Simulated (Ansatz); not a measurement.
Relaxed bulk TaN:

```yaml
crystal:
  lattice:
    - [0.00000, 2.19827, 2.19827]
    - [2.19827, 0.00000, 2.19827]
    - [2.19827, 2.19827, 0.00000]
  atoms:
    - { symbol: Ta, position: [0.50000, 0.50000, 0.50000] }
    - { symbol: N, position: [0.00000, 0.00000, 0.00000] }
```

Miller indices refer to the conventional cell of Fm-3m (No. 225), a = 4.397 Å, b = 4.397 Å, c = 4.397 Å, α = 90.00°, β = 90.00°, γ = 90.00°.

Consider the (210) slab of 12 planes, 10.8 Å thick with 15 Å of vacuum as cut; outer planes TaN (top) and TaN (bottom), all atoms relaxed.

These are results of DFT r2SCAN, scalar-relativistic, plane waves, PAW in Ansatz, not measurements. Plane waves to 500 eV, a k mesh through Γ of 9×7×1 on the computed 24-atom cell and Gaussian smearing (0.10 eV); no spin polarisation. The cell repeats along c with a dipole correction in the vacuum.

(1) Estimate the surface energy (mean of both faces).

(2) Give the work function.

(3) The top two planes lie 0.983 Å apart in the bulk. How does relaxation change this?

Spin-orbit coupling is left out, which matters for the bands of heavy elements.

## Answers

(1) 1.24 J/m².

(2) 3.43 eV.

(3) The spacing becomes 0.714 Å (-27.3 %), and the top plane rumples by 0.278 Å.

The reference crystal is the rock-salt form of TaN, which isn't its usual structure.